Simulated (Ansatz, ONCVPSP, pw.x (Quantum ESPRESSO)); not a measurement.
What a changed setting does to a pw.x run (fcc Zr)

Potential: optimised norm-conserving Vanderbilt (ONCV), ONCVPSP 4.0.1.1 (patched build), PBEsol; core [Ar] 3d10, reference 4s2 4p6 4d2; waves: 4s: rc 2.05 bohr, ncon 4, nbas 7, qcut 7.5 1/bohr, 3 projectors, debl 2.4 Ha; 4p: rc 1.65 bohr, ncon 4, nbas 7, qcut 7.5 1/bohr, 2 projectors, debl 0.7 Ha; 4d: rc 2.15 bohr, ncon 4, nbas 9, qcut 6.6 1/bohr, 2 projectors, debl 1.6 Ha; local part: polynomial inside 1.15 bohr (lpopt 5, dvloc0 2 Ha); core correction: Teter function fitted to the true core (icmod 2), fcfact 0.7. In the s channel the program set the typed energies aside and used -2.533, 0.050, 2.450 Ha. In the p channel the program set the typed energies aside and used -1.723, 0.250 Ha.

The reference run (k-mesh 13³, cutoffs 60/240 Ry, Fermi–Dirac 0.01 Ry, mixing_beta 0.4, conv_thr 1e-9, no spin) gives 0.30 GPa at 22.271 Å³/atom, where all-electron LAPW gives 0.28 GPa. This run, with its own iteration cap, changes diagonalization to cg.

```
&control
  calculation='scf', prefix='x', pseudo_dir='./', outdir='./tmp', tstress=.true., disk_io='none'
/
&system
  ibrav=0, nat=1, ntyp=1, ecutwfc=60, ecutrho=240, nbnd=14,
  occupations='smearing', smearing='fd', degauss=0.01
/
&electrons
  conv_thr=1e-09, mixing_beta=0.4, electron_maxstep=50, diagonalization='cg'
/
ATOMIC_SPECIES
Zr 1.0 Zr.UPF
CELL_PARAMETERS angstrom
  0.00000000 2.23307465 2.23307465
  2.23307465 0.00000000 2.23307465
  2.23307465 2.23307465 0.00000000
ATOMIC_POSITIONS crystal
Zr 0.0000 0.0000 0.0000
K_POINTS automatic
13 13 13 0 0 0
```

```bash
pw.x < Zr.scf.in > Zr.scf.out
```

Question: How does the run end?

Answer: It converges in 10 iterations; the free energy moves by +0.0 meV/atom and the pressure by +0.00 GPa. The result is that of the reference run.

```
Message from routine setup:
     using ibrav=0 with symmetry is DISCOURAGED, use correct ibrav instead
     lattice parameter (alat)  =       5.9678  a.u.
     unit-cell volume          =     150.2922 (a.u.)^3
     number of electrons       =        12.00
     number of Kohn-Sham states=           14
     kinetic-energy cutoff     =      60.0000  Ry
     charge density cutoff     =     240.0000  Ry
     scf convergence threshold =      1.0E-09
     Exchange-correlation= PBESOL
     number of k points=    84  Fermi-Dirac smearing, width (Ry)=  0.0100
     iteration #  1     ecut=    60.00 Ry     beta= 0.40
     total energy              =    -115.32496010 Ry
     estimated scf accuracy    <       2.66007225 Ry
     iteration #  2     ecut=    60.00 Ry     beta= 0.40
     total energy              =    -115.29031120 Ry
     estimated scf accuracy    <       0.38828948 Ry
     iteration #  3     ecut=    60.00 Ry     beta= 0.40
     total energy              =    -115.40206391 Ry
     estimated scf accuracy    <       0.00791434 Ry
     iteration #  4     ecut=    60.00 Ry     beta= 0.40
     total energy              =    -115.40491268 Ry
     estimated scf accuracy    <       0.00068049 Ry
     iteration #  5     ecut=    60.00 Ry     beta= 0.40
     total energy              =    -115.40479771 Ry
     estimated scf accuracy    <       0.00018620 Ry
     iteration #  6     ecut=    60.00 Ry     beta= 0.40
     total energy              =    -115.40484773 Ry
     estimated scf accuracy    <       0.00004977 Ry
     iteration #  7     ecut=    60.00 Ry     beta= 0.40
     total energy              =    -115.40485567 Ry
     estimated scf accuracy    <       0.00000029 Ry
     iteration #  8     ecut=    60.00 Ry     beta= 0.40
     total energy              =    -115.40485602 Ry
     estimated scf accuracy    <       0.00000046 Ry
     iteration #  9     ecut=    60.00 Ry     beta= 0.40
     total energy              =    -115.40485605 Ry
     estimated scf accuracy    <       0.00000004 Ry
     iteration # 10     ecut=    60.00 Ry     beta= 0.40
     the Fermi energy is    14.5654 ev
!    total energy              =    -115.40485606 Ry
     estimated scf accuracy    <          3.5E-11 Ry
     smearing contrib. (-TS)   =      -0.00644285 Ry
     The total energy is F=E-TS. E is the sum of the following terms:
     one-electron contribution =     -16.32543686 Ry
     hartree contribution      =      13.42105747 Ry
     xc contribution           =     -34.26703597 Ry
     ewald contribution        =     -78.22699784 Ry
     convergence has been achieved in  10 iterations
          total   stress  (Ry/bohr**3)                   (kbar)     P=        3.00
     Message from routine punch:
     Nothing written, as per user request (disk_io='none')
```

The run took about 51 s on one core of a shared host (Neoverse-N1, 64 threads, 124 GiB, load 54).
